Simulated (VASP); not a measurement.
# Dy under changes of volume

One of the cells (32.659 Å³/atom); the others are scaled copies at fixed shape and fractional positions:

```
Dy
1.0
    -2.01363    2.01363    2.01363
     2.01363   -2.01363    2.01363
     2.01363    2.01363   -2.01363
Dy
1
Direct
  0.00000 0.00000 0.00000
```

This isn't the form of Dy at room conditions, which is hcp.

- Program: VASP 6.6.1
- Functional: PBE
- Potentials or basis: VASP PAW PBE potentials, release 64 (Dy)
- Cutoff: 520 eV
- k mesh: 9 × 9 × 9
- Occupations: fermi-dirac, width 0.05 eV
- Spin: collinear spin, ferromagnetic start
- Starting moments: [5.0] μB

| volume (Å³/atom) | energy over the lowest point (meV/atom) | pressure (GPa) |
| --- | --- | --- |
| 30.097 | 42.90 | 3.8 |
| 30.738 | 29.26 | 3.1 |
| 31.378 | 18.41 | 2.3 |
| 32.659 | 4.68 | 1.1 |
| 33.299 | ? | ? |
| 33.939 | 0.00 | 0.1 |

Problem. What does the run at 33.299 Å³/atom give?

Solution. Energy over the lowest point 1.28 meV/atom; pressure 0.3 GPa.

Worked out: A Birch-Murnaghan fit of order 3 (a polynomial in V^(-2/3)) to the other rows has its minimum at 34.04 Å³/atom, just outside them, with B0 = V·E''(V) = 26 GPa and B' = 3.2. It gives 1.29 meV/atom at 33.299 Å³/atom, against the run's 1.28, and -dE/dV = 0.6 GPa, against 0.3.

Energies are extrapolated to zero smearing.

Caveats: the magnetic or orbital state may not be the lowest.
